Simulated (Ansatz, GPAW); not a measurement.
# LiH with PBE in single-zeta orbitals from a Python script

These are simulated results from GPAW 26.7.0, not measurements. The cell was built from a prototype and was relaxed with r2SCAN in plane waves (Ansatz 0.2.0). Not every such cell is a known phase. All runs are without spin polarisation.

Space group P6_3/mmc (No. 194), hexagonal; a = 2.782 Å, c = 4.873 Å in the conventional setting, 8.16 Å³ an atom. Around Li lie 6 H at 2.02 Å; around H lie 6 Li at 2.02 Å.

The basis is minimal: single zeta, one radial function for each shell that the log's basis lists. It describes the filled bands fairly and the empty ones poorly.

Input script:

```python
import json
from ase import Atoms
from gpaw import GPAW, PW, FermiDirac

atoms = Atoms(['Li', 'Li', 'H', 'H'],
              cell=[[2.781548, 0.0, 0.0], [-1.390774, 2.408892, -0.0], [0.0, -0.0, 4.872961]],
              scaled_positions=[[0.0, 0.0, -0.0], [0.0, 0.0, 0.5], [0.333333, 0.666667, 0.25], [0.666667, 0.333333, 0.75]],
              pbc=True)
calc = GPAW(mode='lcao', basis='sz(dzp)', h=0.2, xc='PBE', kpts={'size': (9, 9, 4), 'gamma': True},
            occupations=FermiDirac(0.02), maxiter=100, legacy_gpaw=True, txt='gpaw.txt')
atoms.calc = calc
res = {'energy': atoms.get_potential_energy(force_consistent=True)}
res['electrons'] = calc.get_number_of_electrons()
res['k'] = calc.get_ibz_k_points().tolist()
res['levels'] = [calc.get_eigenvalues(kpt=i).tolist() for i in range(len(res['k']))]
points = [[0.0, 0.0, 0.0], [0.5, 0.0, 0.0], [0.333333, 0.333333, 0.0], [0.0, 0.0, 0.5], [0.5, 0.0, 0.5], [0.333333, 0.333333, 0.5], [0.0, 0.5, 0.0], [0.0, -0.5, 0.416667], [0.5, 0.0, 0.25]]
bands = calc.fixed_density(kpts=points, symmetry='off', txt='bands.txt')
res['points'] = [bands.get_eigenvalues(kpt=i).tolist() for i in range(len(points))]
json.dump(res, open('results.json', 'w'))
print('free energy (eV):', round(res['energy'], 5))
```

Command: `python run.py`. It took 31 s on 1 thread of Arm Neoverse V1 (shared host), peak memory 0.13 GiB.

The log gpaw.txt, trimmed of paths, versions and times, then the last line on the terminal. An iter line gives the energy in eV and the logarithms of the changes of orbitals (plane waves alone) and density (c: converged):

```
___ ___ ___ _ _ _
 |   |   |_  | | | |

 | | | | | . | | | |

 |__ |  _|___|_____|  26.7.0
 |___|_|

Input parameters:
  basis: sz(dzp)
  h: 0.2
  kpts: {gamma: True,
         size: (9, 9, 4)}
  maxiter: 100
  mode: lcao
  occupations: {fixmagmom: False,
                name: fermi-dirac,
                width: 0.02}
  xc: PBE

System changes: positions, numbers, cell, pbc, initial_charges, initial_magmoms

Initialize ...

species:
  Li:
    name:    Lithium
    Z:       3.0
    valence: 1
    core:    2
    charge:  0.0  # [|e|]
    compensation charges:
      type: gauss
      rc: 0.33  # [Å]
      lmax: 2
    cutoffs:
      filter: 1.91  # [Å]
      core: 2.55  # [Å]
    projectors
    | kind |    occ | energy [eV] | rcut [Å] |

    |------|--------|-------------|----------|

    |   2s |  1.000 |      -2.874 |    1.058 |

    |   2p |  0.000 |      -1.090 |    1.058 |

    |    s |        |      24.337 |    1.058 |

    LCAO basis set for Li:
      Name: sz(dzp)
      Number of radial functions: 1
      Number of spherical harmonics: 1
        l=0, rc=10.8906 Bohr: 2s-sz confined orbital
      Number of RI-basis functions 0

  H:
    name:    Hydrogen
    Z:       1.0
    valence: 1
    core:    0
    charge:  0.0  # [|e|]
    compensation charges:
      type: gauss
      rc: 0.15  # [Å]
      lmax: 2
    cutoffs:
      filter: 0.85  # [Å]
      core: 0.53  # [Å]
    projectors
    | kind |    occ | energy [eV] | rcut [Å] |

    |------|--------|-------------|----------|

    |   1s |  1.000 |      -6.494 |    0.476 |

    |    s |        |      20.717 |    0.476 |

    |    p |        |       0.000 |    0.476 |

    LCAO basis set for H:
      Name: sz(dzp)
      Number of radial functions: 1
      Number of spherical harmonics: 1
        l=0, rc=6.4219 Bohr: 1s-sz confined orbital
      Number of RI-basis functions 0

Reference energy: -430.555965  # eV

Spin-paired calculation

Convergence criteria:
 Maximum [total energy] change in last 3 cyles: 0.0005 eV / valence electron
 Maximum integral of absolute [dens]ity change: 0.0001 electrons / valence electron
 Maximum integral of absolute [eigenst]ate change: 4e-08 eV^2 / valence electron
 Maximum number of scf [iter]ations: 100
 (Square brackets indicate name in SCF output, whereas a 'c' in
 the SCF output indicates the quantity has converged.)

Symmetries present (total): 2

  ( 1  0  0)  (-1  0  0)
  ( 0  1  0)  ( 0 -1  0)
  ( 0  0  1)  ( 0  0 -1)

324 k-points: 9 x 9 x 4 Monkhorst-Pack grid + [0.000000,0.000000,1/8]
163 k-points in the irreducible part of the Brillouin zone
       k-points in crystal coordinates                weights
   0:     0.00000000    0.00000000    0.00000000          1/324
   1:     0.00000000    0.00000000    0.25000000          2/324
   2:     0.00000000    0.00000000    0.50000000          1/324
   3:     0.00000000    0.11111111   -0.25000000          2/324
   4:     0.00000000    0.11111111    0.00000000          2/324
   5:     0.00000000    0.11111111    0.25000000          2/324
   6:     0.00000000    0.11111111    0.50000000          2/324
   7:     0.00000000    0.22222222   -0.25000000          2/324
   8:     0.00000000    0.22222222    0.00000000          2/324
   9:     0.00000000    0.22222222    0.25000000          2/324
          ...
 162:     0.44444444    0.44444444    0.50000000          2/324

Wave functions: LCAO
  Diagonalizer: Serial LAPACK
  Atomic Correction: dense with blas
  Data-type: complex

Occupation numbers: Fermi-Dirac:
  width: 0.0200  # eV

Eigensolver
   LCAO using direct dense diagonalizer

Densities:
  Coarse grid: 12*12*24 grid
  Fine grid: 24*24*48 grid
  Total Charge: 0.000000

Density mixing:
  Method: separate
  Backend: msr1
  Linear mixing parameter: 0.05
  old densities: 10
  Width of damping distribution: 1.1
  Damping of long wavelength oscillations: 20

Hamiltonian:
  XC and Coulomb potentials evaluated on a 24*24*48 grid
  Using the PBE Exchange-Correlation functional
  Interpolation: tri-quintic (5. degree polynomial)
  Poisson solver: FastPoissonSolver using
    Stencil: 8*3+1=25 point O(h^6) finite-difference Laplacian
    FFT axes: [np.int64(0), np.int64(1), np.int64(2)]
    FST axes: []

XC parameters: PBE with 2 nearest neighbor stencil

Memory estimate:
  Process memory now: 107.70 MiB
  Calculator: 8.91 MiB
    Density: 6.37 MiB
      Arrays: 0.69 MiB
      Localized functions: 5.15 MiB
      Mixer: 0.53 MiB
    Hamiltonian: 0.86 MiB
      Arrays: 0.45 MiB
      XC: 0.00 MiB
      Poisson: 0.00 MiB
      vbar: 0.41 MiB
    Wavefunctions: 1.69 MiB
      C [qnM]: 0.04 MiB
      S, T [2 x qmm]: 0.08 MiB
      P [aqMi]: 0.01 MiB
      BasisFunctions: 1.56 MiB
      Eigensolver: 0.00 MiB

Total number of cores used: 1

Number of atoms: 4
Number of atomic orbitals: 4
Number of bands in calculation: 4
Number of valence electrons: 4
Bands to converge: occupied
Positions:
   0 Li     0.000000    0.000000    0.000000    ( 0.0000,  0.0000,  0.0000)
   1 Li     0.000000    0.000000    2.436481    ( 0.0000,  0.0000,  0.0000)
   2 H     -0.000001    1.605929    1.218240    ( 0.0000,  0.0000,  0.0000)
   3 H      1.390775    0.802963    3.654721    ( 0.0000,  0.0000,  0.0000)

Unit cell:
           periodic     x           y           z      points  spacing
  1. axis:    yes    2.781548    0.000000    0.000000    12     0.2007
  2. axis:    yes   -1.390774    2.408892   -0.000000    12     0.2007
  3. axis:    yes    0.000000   -0.000000    4.872961    24     0.2030

  Lengths:   2.781548   2.781549   4.872961
  Angles:   90.000000  90.000000 119.999992

Effective grid spacing dv^(1/3) = 0.2114

iter:   1   -11.281026        c
iter:   2   -11.190596        c -0.44
iter:   3   -10.497406        c -0.47
iter:   4   -10.494771        c -1.69
iter:   5   -10.494291        c -2.31
iter:   6   -10.494290c       c -3.69
iter:   7   -10.494290c       c -4.96c

Converged after 7 iterations.

Energy contributions relative to reference atoms: (reference = -430.555965)

Kinetic:        +19.765670
Potential:      -16.552583
External:        +0.000000
XC:             -13.629651
Entropy (-ST):   -0.000000
Local:           -0.077726
SIC:             +0.000000
--------------------------
Free energy:    -10.494290
Extrapolated:   -10.494290

Showing only first 2 kpts
 Kpt  Band  Eigenvalues  Occupancy
  0     0     -5.01586    2.00000
  0     1     -2.26988    2.00000
  0     2      4.48786    0.00000
  0     3     17.10075    0.00000

  1     0     -4.77162    2.00000
  1     1     -3.10972    2.00000
  1     2      8.41178    0.00000
  1     3     16.02568    0.00000

Fermi level: 1.38161

Gap: 4.038 eV
Transition (v -> c):
  (s=0, k=156, n=1, [0.44, 0.33, 0.00]) -> (s=0, k=0, n=2, [0.00, 0.00, 0.00])
Direct/indirect transitions are different
Direct gap: 6.694 eV
Transition at: (s=0, k=32, n=1, [0.11, -0.11, 0.00])

free energy (eV): -10.49429
```

The gap in the log is over the mesh alone; results.json adds the listed points. PBE in single-zeta orbitals gives a gap of 4.04 eV. On the same cell, plane-wave PBE (Ansatz, 12×12×6 k points and the special points) gives a gap of 4.31 eV and r2SCAN a gap of 4.94 eV; on shared hosts these took about 1.9 and 4.1 core-seconds on the 4-atom cell, against 31 for the script. Semilocal gaps usually lie below measured ones.
